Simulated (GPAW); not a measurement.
A run of GPAW 26.7.0 is set up as follows.

The input run.py:

```python
from ase.filters import FrechetCellFilter
from ase.io import read, write
from ase.optimize import BFGS
from ase.units import GPa
from gpaw import GPAW, PW, setup_paths

setup_paths.insert(0, '.')

atoms = read('SnSe2.xyz')

calc = GPAW(mode=PW(600),
            xc='GGA_X_OPTX+GGA_C_LYP',
            kpts={'size': (6, 6, 3), 'gamma': True},
            occupations={'name': 'fermi-dirac', 'width': 0.05},
            nbands=24,
            convergence={'density': 1e-06, 'energy': 1e-06, 'eigenstates': 1e-10},
            eigensolver='davidson',
            maxiter=150,
            txt='gpaw.txt')
atoms.calc = calc
opt = BFGS(FrechetCellFilter(atoms, scalar_pressure=2 * GPa), trajectory='relax.traj', logfile='-')
done = opt.run(fmax=0.05, steps=100)
calc.write('gs.gpw')
write('result.traj', atoms)
print('Converged:', done)
print('Cell:', atoms.cell.cellpar().round(4))
print('Volume:', round(atoms.get_volume(), 4))
print(atoms.get_scaled_positions().round(5))
```

Contents of SnSe2.xyz:

```xyz
3
Lattice="3.8110000000 0.0000000000 0.0000000000 -1.9055000000 3.3004228138 0.0000000000 0.0000000000 0.0000000000 6.1360000000" Properties=species:S:1:pos:R:3 pbc="T T T"
Sn     0.0000000000      0.0000000000      0.0000000000
Se     1.9055000002      1.1001409378      4.6081360000
Se    -0.0000000002      2.2002818760      1.5278640000
```

Potentials or basis: PAW data sets generated in the run's folder for this functional, pw.

Launch:

```console
$ gpaw-setup -f GGA_X_OPTX+GGA_C_LYP Se Sn
$ OMP_NUM_THREADS=1 python run.py
```

**Question.** Predict the space group after relaxing (to 0.05 Å).

**Answer.** P-3m1 (No. 164).

**Question.** Estimate the relaxed volume.

**Answer.** 29.21 Å³/atom.

**Question.** Estimate the band gap on the k mesh.

**Answer.** 0.99 eV, indirect (least direct gap 1.34 eV).

**Question.** Estimate the relaxed cell.

**Answer.** a = 3.840 Å, b = 3.840 Å, c = 6.862 Å, α = 90.00°, β = 90.00°, γ = 120.00°.

Step by step:
| step | energy change (eV) | largest force (eV/Å) | pressure (GPa) | volume (Å³) |
| --- | --- | --- | --- | --- |
| 1 | 0.0000 | 0.3973 | 6.06 | 77.18 |
| 2 | -0.0297 | 0.2380 | 5.12 | 77.90 |
| 3 | -0.0875 | 0.1907 | 2.58 | 80.21 |
| 4 | -0.0943 | 0.2206 | 2.34 | 80.58 |
| 5 | -0.1278 | 0.2779 | 1.49 | 82.43 |
| 6 | -0.1636 | 0.2373 | 1.03 | 84.44 |
| 7 | -0.1990 | 0.0842 | 1.06 | 86.44 |
| 8 | -0.2093 | 0.0414 | 1.44 | 86.93 |
| 9 | -0.2104 | 0.1171 | 1.84 | 86.79 |
| 10 | -0.2106 | 0.1667 | 2.29 | 86.48 |
| 11 | -0.2149 | 0.1542 | 2.58 | 86.43 |
| 12 | -0.2252 | 0.0710 | 2.44 | 86.97 |
| 13 | -0.2346 | 0.0111 | 2.14 | 87.63 |

Caveat: later steps reuse the first step's grids; spin-orbit coupling is left out, which moves the levels of the heavy elements; an odd mesh through Γ misses points on the zone boundary, where band edges often lie; this functional lacks dispersion, which binds the layers, so the pressure and a relaxed spacing across them are unreliable.
